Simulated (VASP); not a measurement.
# Be2C (Fm-3m) in VASP: a series of runs

The runs below take Be2C through single point, relaxation of cell and atoms, with PBE.

All numbers are computed with VASP 6.6.1; they aren't measurements. Logs are shortened: lines on timing, memory, paths and dates and some standing lists are left out, and cuts for length are marked.

### 1 The undisturbed crystal

The structure is cubic, space group Fm-3m (No. 225). Conventional cell: a = 4.328 Å, b = 4.328 Å, c = 4.328 Å, α = 90.00°, β = 90.00°, γ = 90.00°. Around Be (site symmetry -43m) lie 4 C at 1.87 Å. Around C (site symmetry m-3m) lie 8 Be at 1.87 Å.

### 2 Single point, PBE (cell and atoms relaxed tightly for response)

File INCAR:

```
SYSTEM = Be2C
PREC = Accurate
ENCUT = 520
EDIFF = 1E-6
ISMEAR = 0
SIGMA = 0.01
LREAL = .False.
LASPH = .True.
NELM = 60
ALGO = Normal
ISIF = 2
LWAVE = .False.
LCHARG = .False.
GGA = PE
NBANDS = 11
```

File KPOINTS:

```
regular mesh
0
Gamma
  12 12 12
  0 0 0
```

File POSCAR:

```
Be2C
1.0
    0.0000000000      2.1642401185      2.1642401185
    2.1642401185      0.0000000000      2.1642401185
    2.1642401185      2.1642401185      0.0000000000
Be C
2 1
Direct
    0.2500000000      0.2500000000      0.2500000000
    0.7500000000      0.7500000000      0.7500000000
    0.0000000000      0.0000000000      0.0000000000
```

Potentials or basis: VASP PAW PBE potentials, release 64 (Be, C).

On the command line:

```console
$ cat potpaw_PBE.64/Be/POTCAR potpaw_PBE.64/C/POTCAR > POTCAR
$ mpirun -np 1 vasp_std > vasp.out
```

OUTCAR:

```text
SYSTEM = Be2C
   PREC = Accurate
   ENCUT = 520
   EDIFF = 1E-6
   ISMEAR = 0
   LREAL = .False.
   LASPH = .True.
   NELM = 60
   ISIF = 2
   GGA = PE

 ion  position               nearest neighbor table
   1  0.250  0.250  0.250-   3 1.87   3 1.87   3 1.87   3 1.87   2 2.16   2 2.16   2 2.16   2 2.16
                             2 2.16   2 2.16
   2  0.750  0.750  0.750-   3 1.87   3 1.87   3 1.87   3 1.87   1 2.16   1 2.16   1 2.16   1 2.16
                             1 2.16   1 2.16
   3  0.000  0.000  0.000-   2 1.87   2 1.87   2 1.87   1 1.87   1 1.87   1 1.87   2 1.87   1 1.87

  LATTYP: Found a face centered cubic cell.
 ALAT       =     4.3284802370

  Lattice vectors:

 A1 = (   0.0000000000,   2.1642401185,   2.1642401185)
 A2 = (   2.1642401185,   0.0000000000,   2.1642401185)
 A3 = (   2.1642401185,   2.1642401185,   0.0000000000)

Analysis of symmetry for initial positions (statically):
=====================================================================
 Subroutine PRICEL returns:
 Original cell was already a primitive cell.

 Routine SETGRP: Setting up the symmetry group for a
 face centered cubic supercell.

 Subroutine GETGRP returns: Found 48 space group operations
 (whereof 48 operations were pure point group operations)
 out of a pool of 48 trial point group operations.

The static configuration has the point symmetry O_h .

Analysis of symmetry for dynamics (positions and initial velocities):
=====================================================================
 Subroutine PRICEL returns:
 Original cell was already a primitive cell.

 Routine SETGRP: Setting up the symmetry group for a
 face centered cubic supercell.

 Subroutine GETGRP returns: Found 48 space group operations
 (whereof 48 operations were pure point group operations)
 out of a pool of 48 trial point group operations.

The dynamic configuration has the point symmetry O_h .

 Subroutine INISYM returns: Found 48 space group operations
 (whereof 48 operations are pure point group operations),
 and found     1 'primitive' translations

----------------------------------------------------------------------------------------

                                     Primitive cell

  volume of cell :      20.2743

  direct lattice vectors                    reciprocal lattice vectors
     0.000000000  2.164240118  2.164240118    -0.231027969  0.231027969  0.231027969
     2.164240118  0.000000000  2.164240118     0.231027969 -0.231027969  0.231027969
     2.164240118  2.164240118  0.000000000     0.231027969  0.231027969 -0.231027969

  length of vectors
     3.060697728  3.060697728  3.060697728     0.400152181  0.400152181  0.400152181

  position of ions in fractional coordinates (direct lattice)
     0.250000000  0.250000000  0.250000000
     0.750000000  0.750000000  0.750000000
     0.000000000  0.000000000  0.000000000

  ion indices of the primitive-cell ions
   primitive index   ion index
                 1           1
                 2           2
                 3           3

----------------------------------------------------------------------------------------

 KPOINTS: regular mesh

Automatic generation of k-mesh.
 Grid dimensions read from file:
 generate k-points for:   12   12   12

 Generating k-lattice:

  Cartesian coordinates                     Fractional coordinates (reciprocal lattice)
    -0.019252331  0.019252331  0.019252331     0.083333333  0.000000000  0.000000000
     0.019252331 -0.019252331  0.019252331     0.000000000  0.083333333  0.000000000
     0.019252331  0.019252331 -0.019252331     0.000000000  0.000000000  0.083333333

  Length of vectors
     0.033346015  0.033346015  0.033346015

  Shift w.r.t. Gamma in fractional coordinates (k-lattice)
     0.000000000  0.000000000  0.000000000

 Subroutine IBZKPT returns following result:
 ===========================================

 Found     72 irreducible k-points:

 Following reciprocal coordinates:
            Coordinates               Weight
  0.000000  0.000000  0.000000      1.000000
  0.083333  0.000000  0.000000      8.000000
  0.166667  0.000000  0.000000      8.000000
  0.250000  0.000000  0.000000      8.000000
  0.333333  0.000000  0.000000      8.000000
  0.416667  0.000000  0.000000      8.000000
[... 16 lines left out ...]
  0.500000  0.166667  0.000000     24.000000
 -0.416667  0.166667  0.000000     24.000000
 [... further k-points ...]
   k-points           NKPTS =     72   k-points in BZ     NKDIM =     72   number of bands    NBANDS=     11
   number of dos      NEDOS =    301   number of ions     NIONS =      3
   total plane-waves  NPLWV =  13824
   dimension x,y,z NGX =    24 NGY =   24 NGZ =   24
   dimension x,y,z NGXF=    48 NGYF=   48 NGZF=   48
   ions per type =               2   1
   NGX,Y,Z   is equivalent  to a cutoff of  13.04, 13.04, 13.04 a.u.
   NGXF,Y,Z  is equivalent  to a cutoff of  26.07, 26.07, 26.07 a.u.
 SYSTEM =  Be2C
   PREC   = accura    normal or accurate (medium, high low for compatibility)
   ISTART =      0    job   : 0-new  1-cont  2-samecut
   ICHARG =      2    charge: 1-file 2-atom 10-const
   ISPIN  =      1    spin polarized calculation?
   LNONCOLLINEAR =      F non collinear calculations
   LSORBIT =      F    spin-orbit coupling
   LASPH  =      T    aspherical Exc in radial PAW
   ENCUT  =  520.0 eV  38.22 Ry    6.18 a.u.   5.69  5.69  5.69*2*pi/ulx,y,z
   NELM   =     60;   NELMIN=  2; NELMDL= -5     # of ELM steps
   EDIFF  = 0.1E-05   stopping-criterion for ELM
   LREAL  =      F    real-space projection
   EDIFFG = 0.1E-04   stopping-criterion for IOM
   NSW    =      0    number of steps for IOM
   IBRION =     -1    ionic relax: 0-MD 1-quasi-New 2-CG
   NFREE  =      0    steps in history (QN), initial steepest desc. (CG)
   ISIF   =      2    stress and relaxation
   ISYM   =      2    0-nonsym 1-usesym 2-fastsym
   POTIM  = 0.5000    time-step for ionic-motion
   TEBEG  =    0.0;   TEEND  =   0.0 temperature during run
   PSTRESS=    0.0 pullay stress
   NELECT =       8.0000    total number of electrons
   NUPDOWN=      -1.0000    fix difference up-down
   EMIN   =  10.00;   EMAX   =-10.00  energy-range for DOS
   EFERMI =   0.00;   METHOD = LEGACY
   ISMEAR =     0;   SIGMA  =   0.01  broadening in eV -4-tet -1-fermi 0-gaus
   EFERMI_NEDOS =   21; number of points for ismear=-14 and -15
   IALGO  =     38    algorithm
   IMIX   =      4    mixing-type and parameters
     AMIX     =   0.40;   BMIX     =  1.00
     AMIX_MAG =   1.60;   BMIX_MAG =  1.00
  volume/ion in A,a.u.               =       6.76        45.61
  Fermi-wavevector in a.u.,A,eV,Ry     =   1.200760  2.269107 19.617200  1.441824
  Thomas-Fermi vector in A             =   2.336587
   LORBIT       =      0    0 simple, 1 ext, 2 COOP (PROOUT), +10 PAW based schemes
   GGA     = PE    functional components
   LHFCALC =     F    Hartree Fock is set to
   AEXX    =    0.0000 exact exchange contribution
   IVDW    =     0    specifies the selected vdW correction
   LEPSILON=     F    determine dielectric tensor
   LRPA    =     F    only Hartree local field effects (RPA)
 non-spin polarized calculation
 Gauss-broadening in eV      SIGMA  =   0.01
  energy-cutoff  :      520.00
  volume of cell :       20.27
 maximum number of plane-waves:       568
   NGX = 11   NGY = 11   NGZ = 11

 number of electron       8.0000000 magnetization

 Free energy of the ion-electron system (eV)
  ---------------------------------------------------
  ext. energy  EPLUGINS =         0.00000000
  ---------------------------------------------------
  free energy    TOTEN  =       -17.45577127 eV

  energy without entropy =      -17.45577127  energy(sigma->0) =      -17.45577127

 E-fermi :   7.8408     XC(G=0): -11.4405

 val. band max:        7.7342196898   @ k =   0.0000   0.0000   0.0000
 cond. band min:       8.8918637096   @ k =   0.5000   0.5000   0.0000
 fundamental gap:      1.1576440198
 Fermi energy:         7.8408438680

 k-point     1 :       0.0000    0.0000    0.0000
  band No.  band energies     occupation
      1      -7.3093      2.00000
      2       7.7342      2.00000
      3       7.7342      2.00000
      4       7.7342      2.00000
      5      11.8627      0.00000
      6      11.8627      0.00000
      7      11.8627      0.00000
      8      14.4904      0.00000
      9      20.9068      0.00000
     10      20.9068      0.00000
     11      20.9068      0.00000

 k-point     2 :       0.0833    0.0000    0.0000
  band No.  band energies     occupation
      1      -7.1983      2.00000
      2       6.7551      2.00000
      3       7.5139      2.00000
      4       7.5139      2.00000
      5      12.1844      0.00000
      6      12.1844      0.00000
      7      12.5006      0.00000
      8      14.7545      0.00000
      9      20.0896      0.00000
     10      20.0896      0.00000
     11      21.1742      0.00000

 k-point     3 :       0.1667    0.0000    0.0000
  band No.  band energies     occupation
      1      -6.8682      2.00000
      2       4.8755      2.00000
      3       7.0424      2.00000
      4       7.0424      2.00000
      5      12.8340      0.00000
      6      12.8340      0.00000
      7      13.3410      0.00000
      8      15.5050      0.00000
      9      19.1083      0.00000
     10      19.1083      0.00000
     11      21.9432      0.00000
[... 267 lines left out ...]
 k-point    23 :       0.5000    0.1667    0.0000
  band No.  band energies     occupation
      1      -4.3486      2.00000
      2      -0.3014      2.00000
      3       4.4719      2.00000
      4       4.8700      2.00000
      5      12.1866      0.00000
      6      14.7942      0.00000
      7      16.1339      0.00000
      8      17.4611      0.00000
      9      20.6092      0.00000
     10      22.4420      0.00000
     11      24.8909      0.00000

 k-point    24 :      -0.4167    0.1667    0.0000
  band No.  band energies     occupation
      1      -4.2113      2.00000
      2      -0.5161      2.00000
      3       4.1016      2.00000
      4       5.1961      2.00000
      5      12.4614      0.00000
      6      14.4995      0.00000
      7      16.0799      0.00000
      8      18.4785      0.00000
      9      20.6886      0.00000
     10      21.0087      0.00000
     11      24.7259      0.00000

 [... further k-points ...]
[... 5 lines left out ...]
  --------------------------------------------------------------------------------------
  -------------------------------------------------------------------------------------
  Total        0.0486874      0.0486874      0.0486874     -0.0000000     -0.0000000      0.0000000
  in kB        3.8475174      3.8475174      3.8475174     -0.0000000     -0.0000000      0.0000000
  external PRESSURE =       3.8475174 kB  Pullay stress =       0.0000000 kB

 VOLUME and BASIS-vectors are now :
 -----------------------------------------------------------------------------
  energy-cutoff  :      520.00
  volume of cell :       20.27
      direct lattice vectors                 reciprocal lattice vectors
     0.000000000  2.164240118  2.164240118    -0.231027969  0.231027969  0.231027969
     2.164240118  0.000000000  2.164240118     0.231027969 -0.231027969  0.231027969
     2.164240118  2.164240118  0.000000000     0.231027969  0.231027969 -0.231027969

 POSITION                                       TOTAL-FORCE (eV/Angst)
 -----------------------------------------------------------------------------------
      1.08212      1.08212      1.08212        -0.000000     -0.000000      0.000000
      3.24636      3.24636      3.24636         0.000000     -0.000000     -0.000000
      0.00000      0.00000      0.00000         0.000000      0.000000      0.000000
 -----------------------------------------------------------------------------------
    total drift:                               -0.000000     -0.000000      0.000000

  FREE ENERGIE OF THE ION-ELECTRON SYSTEM (eV)
  ---------------------------------------------------
  free  energy   TOTEN  =       -17.4557712733 eV

  energy  without entropy=      -17.4557712733  energy(sigma->0) =      -17.45577127
```

Run time: 6.6 s. Hardware: 1 thread of Intel Xeon Platinum 8488C (Sapphire Rapids), shared host; peak memory 0.14 GiB.

Results:

```
Free energy            : -17.4558 eV
Pressure               : 0.4 GPa
Band gap on the k mesh : 1.16 eV, indirect (least direct gap 4.13 eV)
```

### 3 Relaxation of cell and atoms, PBE (cell and atoms relaxed tightly for response)

File INCAR:

```
PREC     = Accurate       # precision mode
ENCUT    = 600            # plane-wave cutoff, eV
EDIFF    = 1E-6           # SCF threshold, eV
ISMEAR   = 0              # smearing method
SIGMA    = 0.01           # smearing width, eV
LREAL    = False          # projectors in reciprocal space
LASPH    = True           # aspherical terms in the spheres
NELM     = 80             # most SCF steps
ALGO     = Normal         # electronic algorithm
ISIF     = 3              # what is computed and relaxed
LWAVE    = False          # write WAVECAR
LCHARG   = False          # write CHGCAR
GGA      = PE             # functional
IBRION   = 2              # ionic algorithm
NSW      = 80             # ionic steps
EDIFFG   = -0.001         # ionic threshold
```

File KPOINTS:

```
Automatic mesh
0
Gamma
  12 12 12
```

POSCAR is that of step 2.

Potentials or basis: VASP PAW PBE potentials, release 64 (Be, C).

On the command line:

```console
$ cat potpaw_PBE.64/Be/POTCAR potpaw_PBE.64/C/POTCAR > POTCAR
$ mpirun -np 1 vasp_std > vasp.out
```

OUTCAR:

```text
PREC = Accurate
   ENCUT = 600
   EDIFF = 1E-6
   ISMEAR = 0
   LREAL = False
   LASPH = True
   NELM = 80
   ISIF = 3
   GGA = PE
   IBRION = 2
   NSW = 80
   EDIFFG = -0.001

 ion  position               nearest neighbor table
   1  0.250  0.250  0.250-   3 1.87   3 1.87   3 1.87   3 1.87   2 2.16   2 2.16   2 2.16   2 2.16
                             2 2.16   2 2.16
   2  0.750  0.750  0.750-   3 1.87   3 1.87   3 1.87   3 1.87   1 2.16   1 2.16   1 2.16   1 2.16
                             1 2.16   1 2.16
   3  0.000  0.000  0.000-   2 1.87   2 1.87   2 1.87   1 1.87   1 1.87   1 1.87   2 1.87   1 1.87

  LATTYP: Found a face centered cubic cell.
 ALAT       =     4.3284802370

  Lattice vectors:

 A1 = (   0.0000000000,   2.1642401185,   2.1642401185)
 A2 = (   2.1642401185,   0.0000000000,   2.1642401185)
[... 261 lines left out ...]
  free energy    TOTEN  =       -17.45700712 eV

  energy without entropy =      -17.45700712  energy(sigma->0) =      -17.45700712

 E-fermi :   7.8393     XC(G=0): -11.4355

 val. band max:        7.7214922251   @ k =   0.0000   0.0000   0.0000
 cond. band min:       8.8787394471   @ k =   0.5000   0.5000   0.0000
 fundamental gap:      1.1572472219
 Fermi energy:         7.8392768771

 k-point     1 :       0.0000    0.0000    0.0000
  band No.  band energies     occupation
      1      -7.3127      2.00000
      2       7.7215      2.00000
      3       7.7215      2.00000
      4       7.7215      2.00000
      5      11.8482      0.00000
      6      11.8482      0.00000
      7      11.8482      0.00000
      8      14.4635      0.00000
[... 243 lines left out ...]
 k-point    24 :      -0.4167    0.1667    0.0000
  band No.  band energies     occupation
      1      -4.2182      2.00000
      2      -0.5213      2.00000
      3       4.0921      2.00000
      4       5.1863      2.00000
      5      12.4453      0.00000
      6      14.4828      0.00000
      7      16.0542      0.00000
      8      18.4560      0.00000

 [... further k-points ...]
[... 5 lines left out ...]
  --------------------------------------------------------------------------------------
  -------------------------------------------------------------------------------------
  Total       -0.0018844     -0.0018844     -0.0018844      0.0000000      0.0000000     -0.0000000
  in kB       -0.1487299     -0.1487299     -0.1487299      0.0000000      0.0000000     -0.0000000
  external PRESSURE =      -0.1487299 kB  Pullay stress =       0.0000000 kB
[... 18 lines left out ...]
  FREE ENERGIE OF THE ION-ELECTRON SYSTEM (eV)
  ---------------------------------------------------
  free  energy   TOTEN  =       -17.4570071153 eV

  energy  without entropy=      -17.4570071153  energy(sigma->0) =      -17.45700712

 reached required accuracy - stopping structural energy minimisation
```

OSZICAR:

```text
N       E                     dE             d eps       ncg     rms          rms(c)
DAV:   1     0.484804162514E+01    0.48480E+01   -0.44897E+03  1160   0.103E+03
[... 14 lines left out ...]
DAV:   2    -0.174570077501E+02    0.21697E-04   -0.84766E-05  1192   0.594E-02    0.743E-03
DAV:   3    -0.174570064386E+02    0.13115E-05   -0.56963E-06  1504   0.192E-02    0.226E-03
DAV:   4    -0.174570057881E+02    0.65055E-06   -0.16942E-07   624   0.352E-03
   2 F= -.17457006E+02 E0= -.17457006E+02  d E =-.166717E-04
       N       E                     dE             d eps       ncg     rms          rms(c)
DAV:   1    -0.174570077381E+02   -0.12995E-05   -0.24378E-05  1328   0.461E-02    0.526E-03
DAV:   2    -0.174570071153E+02    0.62285E-06   -0.30101E-06   944   0.114E-02
   3 F= -.17457007E+02 E0= -.17457007E+02  d E =-.179988E-04
```

CONTCAR:

```text
Be2C
   1.00000000000000
     0.0000000000000000    2.1651522350239096    2.1651522350239096
     2.1651522350239096   -0.0000000000000000    2.1651522350239096
     2.1651522350239096    2.1651522350239096    0.0000000000000000
  Be              C
     2     1
Direct
     0.2500000000000000    0.2500000000000000    0.2500000000000000
     0.7500000000000000    0.7500000000000000    0.7500000000000000
     0.0000000000000000    0.0000000000000000    0.0000000000000000

  0.00000000E+00  0.00000000E+00  0.00000000E+00
  0.00000000E+00  0.00000000E+00  0.00000000E+00
  0.00000000E+00  0.00000000E+00  0.00000000E+00
```

Run time: 8.8 s. Hardware: 1 thread of Intel Xeon Platinum 8488C (Sapphire Rapids), shared host; peak memory 0.14 GiB.

What came out:

| Quantity | Value |
| --- | --- |
| Free energy | -17.4570 eV |
| Relaxed volume | 6.77 Å³/atom |
| Relaxed cell | a = 3.062 Å, b = 3.062 Å, c = 3.062 Å, α = 60.00°, β = 60.00°, γ = 60.00° |
| Space group after relaxing (to 0.05 Å) | Fm-3m (No. 225) |
| Energy gained by relaxing | 0.0 meV/atom |
| Ionic steps | 3 |
| Pressure after relaxing | 0.0 GPa |
| Band gap on the k mesh | 1.16 eV, indirect (least direct gap 4.13 eV) |

Final structure:
```
CELL_PARAMETERS angstrom
0.00000 2.16515 2.16515
2.16515 0.00000 2.16515
2.16515 2.16515 0.00000
ATOMIC_POSITIONS crystal
Be 0.25000 0.25000 0.25000
Be 0.75000 0.75000 0.75000
C 0.00000 0.00000 0.00000
```
